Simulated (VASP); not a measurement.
Set up this calculation in VASP 6.6.1, as the native input.

- Task: single point
- Functional: TB-mBJ
- Potentials or basis: VASP PAW PBE potentials, release 54 (I)
- Cutoff: 520 eV
- k mesh: 9 × 9 × 9
- Occupations: fermi-dirac, width 0.05 eV
- Spin: no spin polarisation
- Further INCAR settings: ALGO = Normal; EDIFF = 1e-06; NBANDS = 10

Crystal: I.

```
CELL_PARAMETERS angstrom
-2.08938 2.08938 2.08938
2.08938 -2.08938 2.08938
2.08938 2.08938 -2.08938
ATOMIC_POSITIONS crystal
I 0.00000 0.00000 0.00000
```

The real solid is made of molecules; this cell is a model form.

One way to write it, as run:

POSCAR

```
I
3.6189
   -0.577350974688      0.577350974688      0.577350974688
    0.577350974688     -0.577350974688      0.577350974688
    0.577350974688      0.577350974688     -0.577350974688
I
1
Direct
    0.0000000000      0.0000000000      0.0000000000
```

INCAR.step1

```
SYSTEM = I
ALGO     = Normal         ! electronic algorithm
EDIFF    = 1E-5           ! SCF threshold, eV
ENCUT    = 520            ! plane-wave cutoff, eV
GGA      = PE             ! functional
ISIF     = 2              ! what is computed and relaxed
ISMEAR   = -1             ! smearing method
LASPH    = .True.         ! aspherical terms in the spheres
LCHARG   = .False.        ! write CHGCAR
LREAL    = .False.        ! projectors in reciprocal space
LWAVE    = .True.         ! write WAVECAR
NBANDS   = 10             ! bands
NELM     = 60             ! most SCF steps
PREC     = Accurate       ! precision mode
SIGMA    = 0.05           ! smearing width, eV
```

INCAR.step2

```
SYSTEM = I
ALGO     = Normal         ! electronic algorithm
EDIFF    = 1E-6           ! SCF threshold, eV
ENCUT    = 520            ! plane-wave cutoff, eV
ISIF     = 2              ! what is computed and relaxed
ISMEAR   = -1             ! smearing method
ISTART   = 1            
LASPH    = .True.         ! aspherical terms in the spheres
LCHARG   = .False.        ! write CHGCAR
LREAL    = .False.        ! projectors in reciprocal space
LWAVE    = .False.        ! write WAVECAR
METAGGA  = MBJ            ! meta-GGA
NBANDS   = 10             ! bands
NELM     = 60             ! most SCF steps
PREC     = Accurate       ! precision mode
SIGMA    = 0.05           ! smearing width, eV
```

KPOINTS

```
k-points
0
Gamma
  9 9 9
  0 0 0
```

Potentials or basis: VASP PAW PBE potentials, release 54 (I).

The run is started by

```bash
$ cat potpaw_PBE.54/I/POTCAR > POTCAR
$ cp INCAR.step1 INCAR
$ mpirun -np 1 vasp_std > vasp.out
$ cp INCAR.step2 INCAR
$ mpirun -np 1 vasp_std > vasp.out
```

It gave:

```json
{"Band gap on the k mesh": "none (metal or under the smearing width)"}
```

Caveat: an odd number of electrons without spin polarisation forces a metal; a magnetic or distorted state may lie lower.

Wall time 29 s on 1 thread of AMD EPYC 9R45 96-Core Processor (Zen 5) (shared host), peak memory 0.13 GiB.
